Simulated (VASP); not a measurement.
A run of VASP 6.6.1:

The input INCAR:

```
ALGO = Normal ; EDIFF = 1E-7
ENCUT = 520 ; GGA = PE
ISIF = 2 ; ISMEAR = -1
LASPH = True ; LCHARG = True
LELF = True ; LREAL = False
LVHAR = True ; LWAVE = False
NBANDS = 55 ; NELM = 80
PREC = Accurate ; SIGMA = 0.05
```

File KPOINTS:

```
k-points
0
Gamma
  6 6 6
```

Contents of POSCAR:

```
In2O3
1.0
    2.7435000000      1.5839604635      4.8366666667
   -2.7435000000      1.5839604635      4.8366666667
    0.0000000000     -3.1679209270      4.8366666667
In O
4 6
Direct
    0.8610450000      0.8560970000      0.8595830000
    0.6381290000      0.6470250000      0.6420340000
    0.1399660000      0.1484020000      0.1435930000
    0.3435990000      0.3565520000      0.3635010000
    0.0501020000      0.7500580000      0.4515180000
    0.7561430000      0.4569010000      0.0444410000
    0.4332990000      0.0550400000      0.7583850000
    0.9518790000      0.2436100000      0.5579000000
    0.2609960000      0.5477080000      0.9489670000
    0.5530300000      0.9506860000      0.2555990000
```

Potentials or basis: VASP PAW PBE potentials, release 64 (In_d, O).

Launch:

```console
$ cat potpaw_PBE.64/In_d/POTCAR potpaw_PBE.64/O/POTCAR > POTCAR
$ mpirun -np 1 vasp_std > vasp.out
```

Hardware: 1 thread of Intel(R) Xeon(R) 6975P-C (Granite Rapids), on a shared host.

Q: Estimate the wall time of this run.

A: Wall time 9.1 min on 1 thread of Intel(R) Xeon(R) 6975P-C (Granite Rapids), on a shared host, peak memory 0.7 GiB. Counts: scf iterations 16, k points 112.
